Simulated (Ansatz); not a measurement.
ZnS in the zincblende structure, relaxed with r2SCAN, was run in Ansatz 0.2.0 under altered settings. All numbers are computed, without spin polarisation but where a row says otherwise.

```
CELL_PARAMETERS angstrom
0.00000 2.69409 2.69409
2.69409 0.00000 2.69409
2.69409 2.69409 0.00000
ATOMIC_POSITIONS crystal
Zn 0.00000 0.00000 0.00000
S 0.25000 0.25000 0.25000
```

The base run's other keys:
```yaml
kpoints:
  mp_grid: { grid: [4, 4, 4] }
hamiltonian:
  xc: hse06
scf:
  occupations: { method: fixed }
  n_extra_bands: 4
```

It takes 12 iterations with 749 plane waves at 420 eV and 8 k points, and leaves a mean stress of +1.91 GPa. The gap over this mesh is 3.395 eV.

Outcomes, with energy and stress as changes against the base:
```tsv
setting	outcome	ΔF (meV/atom)	Δ mean stress (GPa)	gap on the mesh (eV)	iterations
hamiltonian.xc: wpbeh	converged	–	-0.3	3.290	15
PBE hybrid, exx coeff 0.1, omega 0.1 1/Å	converged	–	+0.3	2.763	11
PBE hybrid, exx coeff -0.2, omega 0.5 1/Å	refused	–	–	–	–
hamiltonian.dispersion: rvv10	refused	–	–	–	–
scf.occupations: methfessel_paxton 0.001	converged	0.0	0.0	3.395	12
```
A dash marks a value that wasn't obtained or can't be compared. Stress is positive in compression.

- hamiltonian.xc: wpbeh. The mean stress moves by -0.3 GPa and the gap on the mesh by -0.105 eV (to 3.290). It's another functional on the same cell, so totals aren't comparable.
- PBE hybrid, exx coeff 0.1, omega 0.1 1/Å. That is 10 % exact exchange, screened with ω = 0.1 1/Å, against HSE06's 25 % screened at 0.208 1/Å. The mean stress moves by +0.3 GPa and the gap on the mesh by -0.631 eV (to 2.763). Totals of different functionals aren't comparable. The program warns that on this mesh the truncation of the exchange isn't bounded, so part of the change can be an error of the mesh.
- PBE hybrid, exx coeff -0.2, omega 0.5 1/Å. The program doesn't start. Error: invalid value for `hamiltonian.xc.exx.coeff`: must be finite and in (0, 1]; got -0.2
- hamiltonian.dispersion: rvv10. It is rejected at once. Error: inconsistent input (hamiltonian.dispersion, hamiltonian.xc): `dispersion: rvv10` has no transferable b for PBE exchange — Sabatini et al. (2013) fitted b=6.3 to rPW86, and the PBE refits of Peng & Perdew (2017) are task-dependent (b=6.6 S22 / b=10.0 layered). Use `xc: {exchange: rpw86, correlation […]

Within 1 meV an atom, 0.1 GPa and 0.005 eV of the base stay: scf.occupations: methfessel_paxton 0.001.

The stress of a hybrid is loosely converged in these runs.

The meshes of the hybrids are coarse, so their gaps aren't converged to the digits shown.
